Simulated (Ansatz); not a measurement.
## Al2O3 under changes of volume

One of the cells (13.454 Å³/atom); the others are scaled copies at fixed shape and fractional positions:

```xyz
5
Lattice="2.8843 0.0000 0.0000 -1.4422 2.4979 0.0000 0.0000 0.0000 9.3368" Properties=species:S:1:pos:R:3 pbc="T T T"
Al    0.0000    0.0000    7.9363
Al    0.0000    0.0000    1.4004
O     0.0000    1.6653    7.2610
O     1.4422    0.8326    0.0000
O     0.0000    1.6653    2.0757
```

Measurements of this composition are mostly on another form, of space group No. 167.

| Item | Value |
| --- | --- |
| Program | Ansatz 0.2.0 |
| Functional | PBEsol |
| Potentials or basis | all-electron LAPW, scalar-relativistic |
| Cutoff | 441 eV (chosen from the basis error) |
| Basis error allowed | 0.001 eV/atom |
| k mesh | 11 × 11 × 3 |
| Occupations | fermi-dirac, width 0.05 eV |
| Spin | no spin polarisation |

| volume (Å³/atom) | energy over the lowest point (meV/atom) | pressure (GPa) | gap on the mesh (eV) | largest force (eV/Å) |
| --- | --- | --- | --- | --- |
| 12.647 | 10.72 | 6.6 | 5.32 | 0.666 |
| 12.916 | 2.56 | 3.1 | 5.13 | 0.386 |
| 13.185 | 0.00 | 0.0 | 4.95 | 0.210 |
| 13.454 | 2.50 | -2.9 | 4.77 | 0.141 |
| 13.723 | ? | ? | ? | ? |
| 13.992 | 20.76 | -7.8 | 4.44 | 0.534 |
| 14.261 | 35.68 | -9.9 | 4.28 | 0.721 |

Problem. What does the run at 13.723 Å³/atom give?

Solution. Energy over the lowest point 9.57 meV/atom; pressure -5.5 GPa; gap on the mesh 4.60 eV; largest force 0.331 eV/Å.

Worked out: A Birch-Murnaghan fit of order 3 (a polynomial in V^(-2/3)) to the other rows has its minimum at 13.18 Å³/atom with B0 = V·E''(V) = 148 GPa and B' = 4.0 at fixed shape and positions, which overstates the stiffness. It gives 9.57 meV/atom at 13.723 Å³/atom, against the run's 9.57, and -dE/dV = -5.5 GPa, against -5.5. A straight line through the other rows of the gap, of slope -8.64 eV per unit of ln V, gives 4.61 eV, against the run's 4.60.

Energies are extrapolated to zero smearing.

Caveats: an odd mesh through Γ misses points on the zone boundary, where band edges often lie.
